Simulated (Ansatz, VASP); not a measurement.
# Si in VASP and in Ansatz

File INCAR:

```
SYSTEM = Si
PREC     = Accurate       ! precision mode
ENCUT    = 520            ! plane-wave cutoff, eV
EDIFF    = 1E-6           ! SCF threshold, eV
ISMEAR   = -1             ! smearing method
SIGMA    = 0.02           ! smearing width, eV
LREAL    = .False.        ! projectors in reciprocal space
LASPH    = .True.         ! aspherical terms in the spheres
NELM     = 100            ! most SCF steps
ALGO     = Normal         ! electronic algorithm
ISIF     = 2              ! what is computed and relaxed
LWAVE    = .False.        ! write WAVECAR
LCHARG   = .True.         ! write CHGCAR
LDIPOL   = .True.       
IDIPOL   = 3            
DIPOL    = 0.5 0.5 0.500
GGA      = PS             ! functional
LELF     = .True.         ! ELF
LVHAR    = .True.       
LVACPOTAV= .True.       
NBANDS   = 11             ! bands
```

File KPOINTS:

```
Automatic mesh
0
Gamma
  7 7 1
  0 0 0
```

Contents of POSCAR:

```
Si
1.0
    3.8424174388      0.0000000000      0.0000000000
    0.0000000000      3.8424174388      0.0000000000
    0.0000000000      0.0000000000     17.3585000000
Si
2
Direct
    0.7500000000      0.0000000000      0.4608693230
    0.2500000000      0.0000000000      0.5391306770
```

Input for Ansatz:

```yaml
crystal:
  lattice:
    - [3.8424174388, 0.0, 0.0]
    - [0.0, 3.8424174388, 0.0]
    - [0.0, 0.0, 17.3585]
  atoms:
    - { symbol: Si, position: [0.75, 0.0, 0.460869323] }
    - { symbol: Si, position: [0.25, 0.0, 0.539130677] }
kpoints:
  mp_grid: { grid: [7, 7, 1] }
scf:
  occupations: { method: fermi_dirac, width: 0.02 }
hamiltonian:
  xc: pbesol
  pseudopotentials: { kind: all_electron, lapw: { basis_error: 0.001 } }
output:
  forces: true
  stress: true
  eigenvalues: true
  populations: true
  dos: { projected: true, de: 0.2, e_range: [-14, 8] }
efield:
  axis: 3
  amplitude: 0
  dipole_correction: true
```

The slab is cut from a database's or a generator's crystal, which needn't be the stable form of the element.

Alike in both runs: task single point; functional PBEsol; k mesh 7 × 7 × 1; occupations fermi-dirac, width 0.02 eV; no spin polarisation.

|  | VASP | Ansatz |
| --- | --- | --- |
| version | VASP 6.6.1 | Ansatz 0.2.0 |
| potentials or method | VASP PAW PBE potentials, release 64 (Si) | all-electron LAPW, scalar-relativistic |
| plane-wave cutoff (eV) | 520 | see its input |

|  | VASP | Ansatz | Ansatz less VASP |
| --- | --- | --- | --- |
| rms of the force components (eV/Å) | 0.685 | 0.687 | +0.0022 |

Atom by atom the forces differ by 0.002 eV/Å (rms over components). Ansatz ran all-electron here, so the differences hold the error of VASP's frozen core and of both bases.

Caveats: the PAW data sets were made with another functional, which shifts forces and pressure a little (VASP).
